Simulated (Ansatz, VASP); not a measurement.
# MgO: VASP beside Ansatz

File INCAR:

```
ALGO = Normal
EDIFF = 1E-6
ENCUT = 520
GGA = PE
ISIF = 2
ISMEAR = 0
LASPH = True
LCHARG = False
LREAL = False
LWAVE = False
NBANDS = 16
NELM = 100
PREC = Accurate
SIGMA = 0.01
```

Contents of KPOINTS:

```
k-points
0
Gamma
  9 9 4
```

Contents of POSCAR:

```
MgO
1.0
    3.3466685083      0.0000000000      0.0000000000
   -1.6733342542      2.8982999462      0.0000000000
    0.0000000000      0.0000000000      5.1748906294
Mg O
2 2
Direct
    0.3333333333      0.6666666667     -0.0083264846
    0.6666666667      0.3333333333      0.4916735154
    0.3333333333      0.6666666667      0.3833264846
    0.6666666667      0.3333333333      0.8833264846
```

Input for Ansatz:

```yaml
crystal:
  lattice:
    - [3.3466685083, 0.0, 0.0]
    - [-1.6733342542, 2.8982999462, 0.0]
    - [0.0, 0.0, 5.1748906294]
  atoms:
    - { symbol: Mg, position: [0.3333333333, 0.6666666667, -0.0083264846] }
    - { symbol: Mg, position: [0.6666666667, 0.3333333333, 0.4916735154] }
    - { symbol: O, position: [0.3333333333, 0.6666666667, 0.3833264846] }
    - { symbol: O, position: [0.6666666667, 0.3333333333, 0.8833264846] }
kpoints:
  mp_grid: { grid: [9, 9, 4] }
hamiltonian:
  xc: pbe
scf:
  occupations: { method: fixed }
  n_extra_bands: 5
output:
  forces: true
  stress: true
  eigenvalues: true
```

Alike in both runs: task single point; functional PBE; k mesh 9 × 9 × 4; no spin polarisation.

```csv
,VASP,Ansatz
version,VASP 6.6.1,Ansatz 0.2.0
potentials or method,"VASP PAW PBE potentials, release 64 (Mg, O)","plane waves, PAW"
plane-wave cutoff (eV),520,420
occupations,"gaussian, width 0.01 eV",fixed
valence electrons in the cell,16,32
```

|  | VASP | Ansatz | Ansatz less VASP |
| --- | --- | --- | --- |
| gap on the k mesh at the Fermi level (eV) | 3.24 | 3.26 | +0.019 |
| pressure (GPa) | -3.6 | -3.2 | +0.41 |
| largest component of the traceless stress (GPa) | 0.23 | 0.21 | -0.026 |
| rms of the force components (eV/Å) | 0.010 | 0.010 | -0.0004 |

Atom by atom the forces differ by 0.000 eV/Å (rms over components). The two sets of potentials don't hold the same shells in valence.

As with any semilocal functional, this PBE gap is likely too small.
